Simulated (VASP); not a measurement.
# C (P6_3/mmc) in VASP: further runs

One crystal, C, is run at these levels: PBE+D4; tasks: relaxation of cell and atoms.

All numbers are computed with VASP 6.6.1; they aren't measurements. Logs are shortened: lines on timing, memory, paths and dates and some standing lists are left out, and cuts for length are marked.

**1. The crystal as given**

It takes space group P6_3/mmc (No. 194, hexagonal). The conventional cell has a = 2.456 Å, b = 2.456 Å, c = 6.696 Å, α = 90.00°, β = 90.00°, γ = 120.00°. C (site symmetry -6m2) has 3 C at 1.42 Å as nearest neighbours. C (site symmetry -6m2) is surrounded by 3 C at 1.42 Å.

**2. Relaxation of cell and atoms, PBE+D4**

INCAR

```
PREC = Accurate
ENCUT = 520
EDIFF = 1E-7
ISMEAR = 0
SIGMA = 0.02
LREAL = False
LASPH = True
NELM = 80
ALGO = Fast
ISIF = 3
LWAVE = False
LCHARG = False
GGA = PE
IVDW = 13
IBRION = 2
NSW = 80
EDIFFG = -0.002
```

KPOINTS

```
Automatic mesh
0
Gamma
  15 15 6
```

POSCAR

```
C
1.0
    2.4560000000      0.0000000000      0.0000000000
   -1.2280000000      2.1269583900      0.0000000000
    0.0000000000      0.0000000000      6.6960000000
C
4
Direct
    0.0000000000      0.0000000000      0.7500000000
    0.0000000000      0.0000000000      0.2500000000
    0.3333333300      0.6666666700      0.7500000000
    0.6666666700      0.3333333300      0.2500000000
```

Potentials or basis: VASP PAW PBE potentials, release 64 (C).

Command:

```bash
$ cat potpaw_PBE.64/C/POTCAR > POTCAR
$ mpirun -np 1 vasp_std > vasp.out
```

OUTCAR:

```text
PREC = Accurate
   ENCUT = 520
   EDIFF = 1E-7
   ISMEAR = 0
   LREAL = False
   LASPH = True
   NELM = 80
   ISIF = 3
   GGA = PE
   IVDW = 13
   IBRION = 2
   NSW = 80
   EDIFFG = -0.002

 ion  position               nearest neighbor table
   1  0.000  0.000  0.750-   3 1.42   3 1.42   3 1.42
   2  0.000  0.000  0.250-   4 1.42   4 1.42   4 1.42
   3  0.333  0.667  0.750-   1 1.42   1 1.42   1 1.42
   4  0.667  0.333  0.250-   2 1.42   2 1.42   2 1.42

  LATTYP: Found a hexagonal cell.
 ALAT       =     2.4560000000
 C/A-ratio  =     2.7263843648

  Lattice vectors:

 A1 = (   2.4560000000,   0.0000000000,   0.0000000000)
 A2 = (  -1.2280000000,   2.1269583900,   0.0000000000)
 A3 = (   0.0000000000,   0.0000000000,   6.6960000000)

Analysis of symmetry for initial positions (statically):
=====================================================================
 Subroutine PRICEL returns:
 Original cell was already a primitive cell.

 Routine SETGRP: Setting up the symmetry group for a
 hexagonal supercell.

 Subroutine GETGRP returns: Found 24 space group operations
 (whereof 12 operations were pure point group operations)
 out of a pool of 24 trial point group operations.

The static configuration has the point symmetry D_3d.
 The point group associated with its full space group is D_6h.

Analysis of symmetry for dynamics (positions and initial velocities):
=====================================================================
 Subroutine PRICEL returns:
 Original cell was already a primitive cell.

 Routine SETGRP: Setting up the symmetry group for a
 hexagonal supercell.

 Subroutine GETGRP returns: Found 24 space group operations
 (whereof 12 operations were pure point group operations)
 out of a pool of 24 trial point group operations.

The dynamic configuration has the point symmetry D_3d.
 The point group associated with its full space group is D_6h.

 Subroutine INISYM returns: Found 24 space group operations
 (whereof 12 operations are pure point group operations),
 and found     1 'primitive' translations

----------------------------------------------------------------------------------------

                                     Primitive cell

  volume of cell :      34.9786

  direct lattice vectors                    reciprocal lattice vectors
     2.456000000  0.000000000  0.000000000     0.407166124  0.235077471  0.000000000
    -1.228000000  2.126958390  0.000000000     0.000000000  0.470154943  0.000000000
     0.000000000  0.000000000  6.696000000     0.000000000  0.000000000  0.149342891

  length of vectors
     2.456000000  2.455999999  6.696000000     0.470154942  0.470154943  0.149342891

  position of ions in fractional coordinates (direct lattice)
     0.000000000  0.000000000  0.750000000
     0.000000000  0.000000000  0.250000000
     0.333333330  0.666666670  0.750000000
     0.666666670  0.333333330  0.250000000

  ion indices of the primitive-cell ions
   primitive index   ion index
                 1           1
                 2           2
                 3           3
                 4           4

----------------------------------------------------------------------------------------

 KPOINTS: Automatic mesh

Automatic generation of k-mesh.
 Grid dimensions read from file:
 generate k-points for:   15   15    6

 Generating k-lattice:

  Cartesian coordinates                     Fractional coordinates (reciprocal lattice)
     0.027144408  0.015671831  0.000000000     0.066666667  0.000000000  0.000000000
     0.000000000  0.031343663  0.000000000     0.000000000  0.066666667  0.000000000
     0.000000000  0.000000000  0.024890482     0.000000000  0.000000000  0.166666667

  Length of vectors
     0.031343663  0.031343663  0.024890482

  Shift w.r.t. Gamma in fractional coordinates (k-lattice)
     0.000000000  0.000000000  0.000000000

 Subroutine IBZKPT returns following result:
 ===========================================

 Found    108 irreducible k-points:

 Following reciprocal coordinates:
            Coordinates               Weight
  0.000000  0.000000  0.000000      1.000000
  0.066667  0.000000  0.000000      6.000000
  0.133333  0.000000  0.000000      6.000000
  0.200000 -0.000000  0.000000      6.000000
  0.266667  0.000000  0.000000      6.000000
  0.333333  0.000000  0.000000      6.000000
[... 16 lines left out ...]
  0.333333  0.200000  0.000000     12.000000
  0.400000  0.200000  0.000000      6.000000
 [... further k-points ...]
   k-points           NKPTS =    108   k-points in BZ     NKDIM =    108   number of bands    NBANDS=     12
   number of dos      NEDOS =    301   number of ions     NIONS =      4
   total plane-waves  NPLWV =  16200
   dimension x,y,z NGX =    18 NGY =   18 NGZ =   50
   dimension x,y,z NGXF=    36 NGYF=   36 NGZF=  100
   ions per type =               4
   NGX,Y,Z   is equivalent  to a cutoff of  12.18, 12.18, 12.41 a.u.
   NGXF,Y,Z  is equivalent  to a cutoff of  24.37, 24.37, 24.83 a.u.
 SYSTEM =  unknown system
   PREC   = accura    normal or accurate (medium, high low for compatibility)
   ISTART =      0    job   : 0-new  1-cont  2-samecut
   ICHARG =      2    charge: 1-file 2-atom 10-const
   ISPIN  =      1    spin polarized calculation?
   LNONCOLLINEAR =      F non collinear calculations
   LSORBIT =      F    spin-orbit coupling
   LASPH  =      T    aspherical Exc in radial PAW
   ENCUT  =  520.0 eV  38.22 Ry    6.18 a.u.   4.57  4.57 12.45*2*pi/ulx,y,z
   NELM   =     80;   NELMIN=  2; NELMDL= -5     # of ELM steps
   EDIFF  = 0.1E-06   stopping-criterion for ELM
   LREAL  =      F    real-space projection
   EDIFFG = -.2E-02   stopping-criterion for IOM
   NSW    =     80    number of steps for IOM
   IBRION =      2    ionic relax: 0-MD 1-quasi-New 2-CG
   NFREE  =      1    steps in history (QN), initial steepest desc. (CG)
   ISIF   =      3    stress and relaxation
   ISYM   =      2    0-nonsym 1-usesym 2-fastsym
   POTIM  = 0.5000    time-step for ionic-motion
   TEBEG  =    0.0;   TEEND  =   0.0 temperature during run
   PSTRESS=    0.0 pullay stress
   NELECT =      16.0000    total number of electrons
   NUPDOWN=      -1.0000    fix difference up-down
   EMIN   =  10.00;   EMAX   =-10.00  energy-range for DOS
   EFERMI =   0.00;   METHOD = LEGACY
   ISMEAR =     0;   SIGMA  =   0.02  broadening in eV -4-tet -1-fermi 0-gaus
   EFERMI_NEDOS =   21; number of points for ismear=-14 and -15
   IALGO  =     68    algorithm
   IMIX   =      4    mixing-type and parameters
     AMIX     =   0.40;   BMIX     =  1.00
     AMIX_MAG =   1.60;   BMIX_MAG =  1.00
  volume/ion in A,a.u.               =       8.74        59.01
  Fermi-wavevector in a.u.,A,eV,Ry     =   1.261384  2.383670 21.648079  1.591089
  Thomas-Fermi vector in A             =   2.394846
   LORBIT       =      0    0 simple, 1 ext, 2 COOP (PROOUT), +10 PAW based schemes
   GGA     = PE    functional components
   LHFCALC =     F    Hartree Fock is set to
   AEXX    =    0.0000 exact exchange contribution
   IVDW    =    13    specifies the selected vdW correction
   LEPSILON=     F    determine dielectric tensor
   LRPA    =     F    only Hartree local field effects (RPA)
 conjugate gradient relaxation of ions
 non-spin polarized calculation
 RMM-DIIS sequential band-by-band and
 Gauss-broadening in eV      SIGMA  =   0.02
  energy-cutoff  :      520.00
  volume of cell :       34.98
 maximum number of plane-waves:       979
   NGX =  9   NGY =  9   NGZ = 25

--------------------------------------- Ionic step        1  -------------------------------------------

 number of electron      15.9999994 magnetization

 Free energy of the ion-electron system (eV)
  ---------------------------------------------------
  ext. energy  EPLUGINS =         0.00000000
  ---------------------------------------------------
  free energy    TOTEN  =       -36.83428545 eV

  energy without entropy =      -36.83410794  energy(sigma->0) =      -36.83419670

------------------------ aborting loop because EDIFF is reached ----------------------------------------

  DFT-D4 for vdW energy calculation

  Edisp (eV):   -0.70758

  FORCE on cell =-STRESS in cart. coord.  units (eV):
  Direction    XX          YY          ZZ          XY          YZ          ZX
  --------------------------------------------------------------------------------------
  -------------------------------------------------------------------------------------
  Total       0.60428     0.60428    -0.07890     0.00000    -0.00000     0.00000
  in kB      27.67875    27.67875    -3.61384     0.00000    -0.00000     0.00000
  external pressure =       17.25 kB  Pullay stress =        0.00 kB
[... 103 lines left out ...]
  FREE ENERGIE OF THE ION-ELECTRON SYSTEM (eV)
  ---------------------------------------------------
  free  energy   TOTEN  =       -37.5432021342 eV

  energy  without entropy=      -37.5430255467  energy(sigma->0) =      -37.54311384

[... ionic steps 4 to 10 ...]

--------------------------------------- Ionic step       11  -------------------------------------------

 number of electron      15.9999994 magnetization

------------------------ aborting loop because EDIFF is reached ----------------------------------------

  DFT-D4 for vdW energy calculation

  Edisp (eV):   -0.71165
[... 73 lines left out ...]
  energy  without entropy=      -37.5431239676  energy(sigma->0) =      -37.54320780

--------------------------------------- Ionic step       13  -------------------------------------------

 number of electron      15.9999994 magnetization

 Free energy of the ion-electron system (eV)
  ---------------------------------------------------
  ext. energy  EPLUGINS =         0.00000000
  ---------------------------------------------------
  free energy    TOTEN  =       -36.83186179 eV

  energy without entropy =      -36.83169342  energy(sigma->0) =      -36.83177760

 E-fermi :   4.7878     XC(G=0): -10.4031

 val. band max:        4.7858418400   @ k =   0.3333   0.3333   0.5000
 cond. band min:       4.7975773713   @ k =   0.3333   0.3333   0.3333
 fundamental gap:      0.0117355314
 Fermi energy:         4.7877552979

 k-point     1 :       0.0000    0.0000    0.0000
  band No.  band energies     occupation
      1     -14.9042      2.00000
      2     -14.5802      2.00000
      3      -3.7916      2.00000
      4      -1.7244      2.00000
      5       1.7803      2.00000
      6       1.7803      2.00000
      7       1.8006      2.00000
      8       1.8006      2.00000
      9       9.1506      0.00000
     10      13.1459      0.00000
     11      13.1459      0.00000
     12      13.2023      0.00000
[... 331 lines left out ...]
 k-point    24 :       0.4000    0.2000    0.0000
  band No.  band energies     occupation
      1      -8.9293      2.00000
      2      -8.8150      2.00000
      3      -7.9148      2.00000
      4      -7.8421      2.00000
      5      -4.0953      2.00000
      6      -3.9832      2.00000
      7       2.8564      2.00000
      8       3.5562      2.00000
      9       6.1682      0.00000
     10       6.2976      0.00000
     11      15.3463      0.00000
     12      16.0459      0.00000

 [... further k-points ...]

------------------------ aborting loop because EDIFF is reached ----------------------------------------

  DFT-D4 for vdW energy calculation

  Edisp (eV):   -0.71158

  FORCE on cell =-STRESS in cart. coord.  units (eV):
  Direction    XX          YY          ZZ          XY          YZ          ZX
  --------------------------------------------------------------------------------------
  -------------------------------------------------------------------------------------
  Total       0.00186     0.00186     0.00181    -0.00000     0.00000     0.00000
  in kB       0.08548     0.08548     0.08338    -0.00000     0.00000     0.00000
  external pressure =        0.08 kB  Pullay stress =        0.00 kB
[... 19 lines left out ...]
  FREE ENERGIE OF THE ION-ELECTRON SYSTEM (eV)
  ---------------------------------------------------
  free  energy   TOTEN  =       -37.5434448205 eV

  energy  without entropy=      -37.5432764533  energy(sigma->0) =      -37.54336064

 reached required accuracy - stopping structural energy minimisation
```

Wall time 4.4 min (1 thread of Intel Xeon Platinum 8488C (Sapphire Rapids), shared host); peak memory 0.16 GiB.

What came out:

```
Free energy                            : -37.5434 eV
Relaxed volume                         : 8.71 Å³/atom
Relaxed cell                           : a = 2.461 Å, b = 2.461 Å, c = 6.642 Å, α = 90.00°, β = 90.00°, γ = 120.00°
Space group after relaxing (to 0.05 Å) : P6_3/mmc (No. 194)
Energy gained by relaxing              : 0.4 meV/atom
Ionic steps                            : 13
Pressure after relaxing                : 0.0 GPa
Band gap on the k mesh                 : none (metal or under the smearing width)
Dispersion energy per atom             : -0.178 eV
```

Step by step:
| step | energy change (eV) | largest force (eV/Å) | pressure (GPa) | volume (Å³) |
| --- | --- | --- | --- | --- |
| 1 | 0.0000 | 0.0000 | 1.72 | 34.98 |
| 2 | 0.0056 | 0.0000 | -4.20 | 35.46 |
| 3 | -0.0013 | 0.0000 | -0.11 | 35.12 |
| 4 | -0.0013 | 0.0000 | -0.07 | 35.12 |
| 5 | -0.0014 | 0.0000 | -0.06 | 35.10 |
| 6 | -0.0015 | 0.0000 | -0.02 | 35.03 |
| 7 | -0.0016 | 0.0000 | 0.03 | 34.90 |
| 8 | -0.0014 | 0.0000 | 0.19 | 34.64 |
| 9 | -0.0016 | 0.0000 | 0.09 | 34.83 |
| 10 | -0.0016 | 0.0000 | 0.06 | 34.85 |
| 11 | -0.0016 | 0.0000 | 0.07 | 34.84 |
| 12 | -0.0014 | 0.0000 | -0.61 | 34.88 |
| 13 | -0.0016 | 0.0000 | 0.01 | 34.85 |

Final structure:
```yaml
crystal:
  lattice:
    - [2.46127, 0.00000, 0.00000]
    - [-1.23064, 2.13152, 0.00000]
    - [0.00000, 0.00000, 6.64205]
  atoms:
    - { symbol: C, position: [0.00000, 0.00000, 0.75000] }
    - { symbol: C, position: [0.00000, 0.00000, 0.25000] }
    - { symbol: C, position: [0.33333, 0.66667, 0.75000] }
    - { symbol: C, position: [0.66667, 0.33333, 0.25000] }
```

**3. Relaxation of cell and atoms, PBE+D4**

This run uses another cell than the first one, of 8.71 Å³/atom, 0.996 times its volume.

INCAR is that of step 2.

KPOINTS is that of step 2.

POSCAR

```
C                                       
1.0
    2.4612718580      0.0000000000     -0.0000000000
   -1.2306359290      2.1315239529      0.0000000000
   -0.0000000000     -0.0000000000      6.6420540961
  C             
     4
Direct
     0.0000000000000000    0.0000000000000000    0.7500000000000000
     0.0000000000000000    0.0000000000000000    0.2500000000000000
     0.3333333300000021    0.6666666699999979    0.7500000000000000
     0.6666666699999979    0.3333333300000021    0.2500000000000000
```

Potentials or basis: VASP PAW PBE potentials, release 64 (C).

Command:

```bash
$ cat potpaw_PBE.64/C/POTCAR > POTCAR
$ mpirun -np 1 vasp_std > vasp.out
```

Run time: 42 s. Hardware: 1 thread of Intel Xeon Platinum 8488C (Sapphire Rapids), shared host; peak memory 0.16 GiB.

The run converged. Its results:

* Free energy: -37.5434 eV
* Pressure after relaxing: 0.0 GPa
* Band gap on the k mesh: none (metal or under the smearing width)
* Dispersion energy per atom: -0.178 eV

Final structure:
```
C
1.0
     2.46127    0.00000    0.00000
    -1.23064    2.13152    0.00000
     0.00000    0.00000    6.64205
C
4
Direct
  0.00000 0.00000 0.75000
  0.00000 0.00000 0.25000
  0.33333 0.66667 0.75000
  0.66667 0.33333 0.25000
```

Levels at points of the mesh, in eV from the Fermi level:
```tsv
k point	band 4	band 5	band 6	band 7	band 8	band 9	band 10	band 11	band 12
(0.00, 0.00, 0.00)	-6.51	-3.01	-3.01	-2.99	-2.99	4.36	8.36	8.37	8.42
(0.00, 0.00, 0.50)	-7.65	-3.00	-3.00	-3.00	-3.00	8.37	8.38	8.39	8.39
```

Caveat: the relaxation stopped at its first step, so nothing moved.
